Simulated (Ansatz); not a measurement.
Born–Oppenheimer molecular dynamics of a periodic cell of 49 atoms, Zr₁₆O₃₃ (host ZrO2, host structure P2_1/c, interstitial O). It starts from a relaxed structure.

Theory: DFT PBEsol, scalar-relativistic, plane waves, PAW (Ansatz 0.2.0). Settings: accuracy low, PAW set soft_1, cutoff 420 eV, k mesh 1x1x1, fermi-dirac smearing 0.05 eV, spin collinear.

| Property | Result |
| --- | --- |
| ensemble | NVE (velocity Verlet) |
| time step | 1 fs |
| steps asked | 300 |
| starting velocities drawn for | 1800 K |
| seed | 685290 |

Frames 20 fs apart, positions in Å, forces in eV/Å.

Velocities at 90.0 fs (Å/ps):

```
Zr 1.53 -3.27 2.54
Zr -6.57 -2.55 4.38
Zr 1.37 2.47 -0.32
Zr -1.82 3.47 4.76
O 4.01 6.64 2.45
O 6.32 13.86 10.73
O 7.66 3.53 6.88
O 17.55 5.37 3.03
O -4.65 -3.88 6.19
O 3.58 7.59 -0.66
O -3.79 3.47 0.25
O 8.75 -3.31 -1.15
Zr -0.40 -1.23 3.83
Zr -3.23 0.49 -4.80
Zr 3.10 4.01 6.59
Zr 1.44 2.12 -3.45
O -7.62 7.28 -5.16
O -6.08 -14.44 9.43
O 6.18 -3.95 4.99
O -0.62 2.62 -7.89
O -0.87 0.74 -6.19
O 7.29 -8.54 0.58
O -9.23 -1.64 -4.81
O -4.26 -4.18 -12.79
Zr -0.56 -1.45 -0.55
Zr -4.01 -3.04 1.26
Zr 0.06 2.19 -4.04
Zr 0.35 -0.77 0.87
O 14.39 0.85 -5.48
O -6.92 8.11 4.10
O 1.23 -4.62 0.40
O -0.65 -6.77 -5.49
O 11.45 -0.36 -10.14
O 5.79 -12.15 2.63
O -6.27 -3.84 7.09
O -7.26 -2.85 -12.62
Zr -2.13 -3.18 2.43
Zr -4.00 2.12 -0.40
Zr -0.21 2.82 -0.08
Zr 3.62 1.34 -6.86
O -10.34 0.33 3.34
O 9.17 -1.31 1.77
O -5.21 -3.27 -11.19
O 15.95 4.90 2.72
O -4.09 -8.76 -15.85
O 1.86 1.65 1.10
O 1.36 -3.29 -6.46
O 9.51 -2.36 1.27
O 11.13 -9.06 1.89
```

```xyz
49
Lattice="-5.1477 -5.2096 0.0000 5.1477 -5.2096 0.0000 -1.7027 0.0000 10.4956" Properties=species:S:1:pos:R:3:forces:R:3 time_fs=90.0 energy_less_start_eV=5.120 T=976
Zr 1.277 -5.115 1.155 -1.28 2.51 -0.08
Zr -1.553 -7.618 1.394 -0.83 -0.15 2.00
Zr -2.058 -5.348 4.173 -2.02 -3.08 -0.03
Zr 0.899 -3.000 3.786 -0.01 1.70 -2.01
O 0.102 -3.514 1.598 -1.27 1.41 0.91
O -0.573 -6.044 0.734 0.88 -0.01 0.78
O -0.959 -7.033 3.738 0.61 -0.53 -1.76
O -0.330 -4.623 4.303 2.35 2.31 0.27
O -3.100 -6.572 2.408 0.00 0.80 -0.47
O 2.709 -3.809 0.111 1.09 0.11 -0.22
O 2.261 -4.064 2.733 1.41 -0.22 -0.50
O -3.654 -6.616 5.038 0.52 0.23 0.88
Zr 0.337 -4.976 6.337 0.23 -0.80 -0.49
Zr -2.574 -7.629 6.732 -0.65 1.76 -2.14
Zr -2.974 -5.336 9.330 0.16 0.55 -0.34
Zr 0.010 -2.856 8.999 -1.22 0.51 0.09
O -0.835 -3.565 7.141 0.24 1.39 -0.13
O -1.436 -5.878 6.181 -0.43 -0.11 0.34
O -1.861 -7.061 8.681 -0.04 1.15 0.68
O -1.197 -4.359 9.711 -0.24 0.13 -1.44
O -3.951 -6.304 7.624 -0.75 -0.28 1.08
O 1.949 -3.986 5.233 0.00 0.31 2.18
O 1.613 -3.794 7.911 -1.97 -0.62 1.68
O -4.447 -6.477 10.247 -0.72 -0.48 -0.02
Zr -3.846 -5.031 1.165 -0.26 -0.03 0.28
Zr -1.586 -2.318 1.593 1.14 -1.37 0.12
Zr 3.047 -5.548 4.149 2.02 1.19 -0.67
Zr 0.894 -8.030 3.750 -2.95 0.13 1.02
O 0.237 -8.635 1.668 -1.03 1.41 0.25
O -0.698 -0.562 1.106 0.83 -0.76 -1.31
O -0.672 -1.808 3.582 -2.65 -0.31 -1.46
O -0.328 -9.667 4.232 0.83 -0.11 -0.14
O 1.865 -6.496 2.553 1.06 -1.04 0.06
O -2.444 -3.801 0.199 0.90 0.67 -0.19
O -2.734 -3.858 2.874 0.79 -0.90 -1.13
O 1.614 -6.574 5.165 -0.78 0.16 -0.14
Zr -4.737 -4.927 6.314 0.20 -1.08 -2.13
Zr -2.453 -2.362 6.827 -0.83 1.17 -0.83
Zr 2.210 -5.327 9.384 0.48 0.18 -0.13
Zr -0.146 -7.893 9.050 1.76 -1.28 0.11
O -1.145 -9.143 7.388 0.80 0.52 0.01
O -1.209 -0.969 5.944 -0.04 0.18 1.55
O -1.796 -1.661 8.725 0.56 -0.50 0.85
O -1.121 -9.550 9.611 -1.31 -0.85 0.81
O 1.103 -6.243 7.677 0.30 -1.46 1.53
O -3.247 -3.668 5.416 0.34 -2.44 -0.26
O -3.710 -3.768 7.947 -0.53 0.11 1.17
O 0.588 -6.336 10.396 0.88 -2.20 -1.26
O -0.769 -8.322 6.188 1.43 0.02 0.62
49
Lattice="-5.1477 -5.2096 0.0000 5.1477 -5.2096 0.0000 -1.7027 0.0000 10.4956" Properties=species:S:1:pos:R:3:forces:R:3 time_fs=110.0 energy_less_start_eV=4.790 T=1029
Zr 1.288 -5.122 1.189 -0.27 1.72 -1.77
Zr -1.677 -7.662 1.512 2.07 0.70 -0.16
Zr -2.042 -5.352 4.176 0.78 -1.23 -0.04
Zr 0.872 -2.897 3.833 -0.10 1.12 -2.76
O 0.118 -3.320 1.722 1.66 -1.35 0.39
O -0.494 -5.893 1.020 -0.59 -0.84 -0.19
O -0.823 -6.980 3.671 -1.25 0.05 -0.57
O -0.067 -4.473 4.409 -2.67 -1.09 -0.08
O -3.142 -6.557 2.458 0.16 0.20 0.19
O 2.852 -3.733 0.077 -0.64 -1.20 0.12
O 2.359 -4.011 2.700 0.29 0.22 0.68
O -3.471 -6.635 5.057 -1.45 0.42 -0.84
Zr 0.319 -5.005 6.402 -0.74 0.17 0.19
Zr -2.632 -7.598 6.615 1.35 -0.16 3.08
Zr -2.916 -5.253 9.443 -0.69 -1.25 -1.35
Zr 0.003 -2.798 8.926 -2.04 1.63 0.28
O -0.867 -3.398 6.989 0.82 -0.74 -0.56
O -1.474 -6.031 6.331 1.46 1.64 -1.12
O -1.812 -6.993 8.831 0.03 0.13 -0.06
O -1.185 -4.318 9.490 0.50 -0.58 1.20
O -4.007 -6.379 7.659 -0.16 -0.63 -0.04
O 2.087 -4.054 5.456 -0.37 0.87 -0.62
O 1.317 -3.919 7.970 1.84 -0.93 -0.33
O -4.531 -6.537 10.137 0.74 1.01 2.56
Zr -3.870 -5.054 1.155 -1.08 1.36 -0.64
Zr -1.628 -2.404 1.606 1.74 -0.94 -2.79
Zr 3.089 -5.489 4.066 1.01 -0.33 0.53
Zr 0.847 -8.051 3.781 -0.52 -1.11 -1.51
O 0.326 -8.434 1.616 -1.05 -0.17 0.90
O -0.707 -0.503 1.033 1.10 -0.90 -0.27
O -0.925 -1.909 3.486 0.63 -0.10 1.44
O -0.246 -9.776 4.112 0.03 0.12 0.54
O 2.102 -6.568 2.437 -2.48 1.72 1.19
O -2.218 -3.949 0.234 -0.47 0.64 -0.02
O -2.727 -4.029 2.859 0.11 0.49 -0.87
O 1.480 -6.566 4.962 1.26 0.49 1.68
Zr -4.769 -5.009 6.322 1.39 -0.93 -0.39
Zr -2.544 -2.307 6.788 0.63 -1.22 -1.10
Zr 2.230 -5.273 9.384 1.49 -0.66 0.87
Zr -0.043 -7.896 8.921 -0.65 -1.03 1.68
O -1.213 -9.100 7.434 0.73 -0.37 0.19
O -1.149 -0.989 6.061 -1.58 0.28 -0.94
O -1.853 -1.695 8.682 0.21 0.24 0.59
O -1.043 -9.608 9.729 -1.11 -0.18 -0.44
O 1.040 -6.506 7.594 -0.52 1.19 0.88
O -3.171 -3.904 5.378 0.06 0.00 0.00
O -3.730 -3.833 7.984 0.36 -0.50 0.27
O 0.801 -6.546 10.295 -1.05 0.43 0.25
O -0.541 -8.429 6.314 -0.98 1.60 -0.23
49
Lattice="-5.1477 -5.2096 0.0000 5.1477 -5.2096 0.0000 -1.7027 0.0000 10.4956" Properties=species:S:1:pos:R:3:forces:R:3 time_fs=130.0 energy_less_start_eV=6.200 T=802
Zr 1.278 -5.055 1.159 -0.29 0.23 -0.70
Zr -1.728 -7.670 1.621 1.23 1.68 -2.05
Zr -1.995 -5.408 4.169 0.25 0.66 -1.58
Zr 0.835 -2.765 3.777 -1.16 -1.92 -0.25
O 0.345 -3.324 1.901 -1.26 -0.05 -1.75
O -0.500 -5.892 1.245 0.37 0.70 -1.64
O -0.888 -6.981 3.502 0.05 -1.06 2.01
O -0.260 -4.447 4.469 0.85 0.40 -0.79
O -3.173 -6.492 2.546 -0.63 -0.26 0.54
O 2.873 -3.867 0.090 -0.52 0.47 0.82
O 2.539 -3.940 2.784 -0.68 0.07 0.31
O -3.562 -6.575 5.017 -0.49 0.05 1.76
Zr 0.286 -5.024 6.460 1.69 1.46 -1.47
Zr -2.631 -7.561 6.600 2.06 -0.36 2.70
Zr -2.877 -5.223 9.505 0.47 -2.66 -0.34
Zr -0.074 -2.690 8.867 0.20 -0.94 1.42
O -0.752 -3.307 6.777 -0.66 0.56 1.49
O -1.355 -5.945 6.257 -2.42 -1.58 -0.46
O -1.778 -6.887 8.958 0.32 -1.05 -0.89
O -1.081 -4.374 9.486 -0.38 0.07 0.99
O -4.101 -6.566 7.703 0.16 0.74 -0.77
O 2.131 -3.949 5.568 -0.90 0.09 -1.89
O 1.291 -4.152 8.047 0.46 2.08 -0.19
O -4.492 -6.460 10.484 0.14 -0.71 -1.02
Zr -3.924 -5.035 1.127 0.99 0.51 0.56
Zr -1.607 -2.517 1.534 0.30 1.64 0.61
Zr 3.167 -5.441 4.005 -1.40 -1.36 1.62
Zr 0.770 -8.096 3.762 1.14 1.05 -1.45
O 0.194 -8.277 1.751 0.83 -2.52 -0.08
O -0.525 -0.693 0.932 -0.72 -1.11 1.44
O -1.110 -2.032 3.603 1.46 0.23 -0.33
O -0.134 -9.861 4.109 -0.27 0.08 0.64
O 1.969 -6.419 2.499 0.69 -0.77 -0.36
O -2.081 -3.923 0.259 -1.42 0.02 -0.98
O -2.672 -4.086 2.661 -0.78 1.47 1.01
O 1.558 -6.510 5.081 -0.51 -1.17 0.35
Zr -4.759 -5.119 6.305 -0.03 0.71 -0.03
Zr -2.616 -2.293 6.706 1.32 -1.72 -0.48
Zr 2.291 -5.248 9.413 -1.81 -1.74 0.72
Zr 0.039 -7.936 8.860 -1.77 0.29 2.35
O -1.108 -9.131 7.484 0.07 -0.18 -0.76
O -1.354 -0.903 6.030 1.02 1.05 -0.12
O -1.831 -1.718 8.764 0.24 -0.57 -0.90
O -1.157 -9.683 9.767 2.07 1.76 -0.54
O 0.959 -6.582 7.707 1.21 0.74 -0.66
O -3.129 -4.137 5.368 -0.91 2.69 0.83
O -3.686 -3.999 8.070 0.22 0.10 -1.21
O 0.838 -6.706 10.262 -0.39 1.04 1.52
O -0.479 -8.277 6.421 -0.41 -0.91 0.01
49
Lattice="-5.1477 -5.2096 0.0000 5.1477 -5.2096 0.0000 -1.7027 0.0000 10.4956" Properties=species:S:1:pos:R:3:forces:R:3 time_fs=150.0 energy_less_start_eV=6.193 T=803
Zr 1.268 -4.980 1.104 1.79 -1.30 1.61
Zr -1.724 -7.621 1.661 0.21 0.11 -0.65
Zr -1.948 -5.442 4.114 -2.23 0.90 0.70
Zr 0.769 -2.700 3.713 2.25 -1.74 2.07
O 0.357 -3.351 1.758 -1.41 0.76 -0.17
O -0.508 -5.826 1.142 -1.02 -1.04 -0.39
O -0.992 -7.160 3.686 -0.05 0.63 -0.40
O -0.345 -4.395 4.380 0.55 -0.90 0.03
O -3.286 -6.451 2.704 1.10 0.55 -1.26
O 2.840 -3.922 0.239 1.52 0.64 -0.48
O 2.580 -3.837 2.906 -0.67 -0.23 -1.38
O -3.762 -6.532 5.234 1.47 -1.42 -1.35
Zr 0.300 -4.991 6.463 1.04 1.09 -1.79
Zr -2.558 -7.550 6.694 -0.42 -2.57 0.29
Zr -2.827 -5.293 9.545 -0.47 -1.52 -0.89
Zr -0.139 -2.614 8.861 1.86 -2.05 1.03
O -0.729 -3.190 6.845 0.26 -1.56 0.51
O -1.536 -6.015 6.081 1.88 1.99 0.72
O -1.690 -6.982 8.892 -0.74 0.21 -0.75
O -1.058 -4.420 9.676 -0.51 0.60 -1.10
O -4.161 -6.629 7.649 0.58 0.45 1.90
O 1.966 -3.812 5.322 -0.68 -0.18 1.21
O 1.419 -4.020 8.074 -0.15 0.42 0.03
O -4.415 -6.500 10.654 -0.39 -0.43 -2.21
Zr -3.948 -4.991 1.120 1.34 -0.43 1.27
Zr -1.576 -2.575 1.473 -1.29 1.00 1.23
Zr 3.195 -5.442 4.010 -1.72 -0.31 1.56
Zr 0.745 -8.112 3.697 2.32 0.45 1.78
O 0.141 -8.608 1.830 -1.51 0.50 -1.28
O -0.400 -1.026 1.071 0.63 2.41 -0.89
O -1.020 -2.073 3.697 -1.45 1.22 -1.36
O -0.088 -9.907 4.216 -0.31 0.73 -0.86
O 1.907 -6.382 2.533 0.78 -0.82 0.11
O -2.254 -3.888 0.078 0.10 0.24 0.07
O -2.769 -3.881 2.652 0.51 -1.18 0.54
O 1.516 -6.609 5.233 -1.59 1.48 -2.14
Zr -4.741 -5.198 6.285 0.16 2.93 0.03
Zr -2.631 -2.350 6.611 1.44 -0.28 1.42
Zr 2.299 -5.282 9.471 -1.60 -0.41 -0.26
Zr 0.059 -7.970 8.888 0.61 -0.05 0.51
O -1.005 -9.195 7.438 -1.03 0.21 1.19
O -1.423 -0.654 5.965 -0.52 -1.54 0.66
O -1.830 -1.785 8.701 -1.09 1.21 0.71
O -1.010 -9.511 9.721 -2.32 -2.08 0.96
O 1.083 -6.468 7.742 -0.06 0.35 0.56
O -3.230 -3.856 5.462 0.31 -1.03 -1.98
O -3.581 -4.143 7.955 -0.16 1.09 0.64
O 0.775 -6.633 10.482 0.31 0.54 -1.24
O -0.505 -8.245 6.499 0.37 0.34 -0.53
```

Of the whole run (300 fs, mean temperature of the second half 910 K): The conserved energy stayed within 0.29 meV per atom of its start (net change 0.16 meV per atom), so the integration is sound. Over the second half the temperature averaged 0.51 of the 1800 K drawn at the start: a run that starts near a minimum puts about half its kinetic energy into the potential. A run of 0.3 ps of so small a system gives no equilibrium averages. Limits of this set-up: coarse k mesh, PAW files made for another functional, low accuracy level.

Run time: 19 min on 4 threads of Intel(R) Xeon(R) Platinum 8259CL CPU @ 2.50GHz (Skylake/Cascade Lake), with other jobs on the host, peak memory 1 GiB.
